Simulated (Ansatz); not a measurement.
**Piezoelectric tensor of AlP**

Computed with DFT r2SCAN+D3(BJ), scalar-relativistic, plane waves, PAW in Ansatz. Plane waves to 500 eV; Γ-centred k mesh 8×8×8; fixed occupations. No spin polarisation.

The cell is fixed (symmetry leaves no force on the atoms) and stands under 0.0 GPa:
```xyz
2
Lattice="0.0000 2.7285 2.7285 2.7285 0.0000 2.7285 2.7285 2.7285 0.0000" Properties=species:S:1:pos:R:3 pbc="T T T"
Al    0.0000    0.0000    0.0000
P     1.3642    1.3642    1.3642
```

The cell is the ideal cubic zincblende prototype.

**Question.** Give the relaxed-ion proper piezoelectric stress tensor e_iJ (C/m², Voigt columns xx yy zz yz xz xy).

**Answer.**
```
x   0.000 0.000 0.000 0.030 0.000 0.000
y   0.000 0.000 0.000 0.000 0.030 0.000
z   0.000 0.000 0.000 0.000 0.000 0.030
```
Signs follow the orientation of the cell as given.

**Question.** With the elastic constants (GPa, Voigt order)
C11 = 139.2, C12 = 69.5, C13 = 69.5, C22 = 139.2, C23 = 69.5, C33 = 139.2, C44 = 67.5, C55 = 67.5, C66 = 67.5 GPa; the others vanish.
find the strain coefficients d = e·C⁻¹ (pC/N).

**Answer.**
```
x   0.00 0.00 0.00 0.45 0.00 0.00
y   0.00 0.00 0.00 0.00 0.45 0.00
z   0.00 0.00 0.00 0.00 0.00 0.45
```

Cost: 1 run of about 2.4 core-minutes, on Arm Neoverse N1 (shared hosts).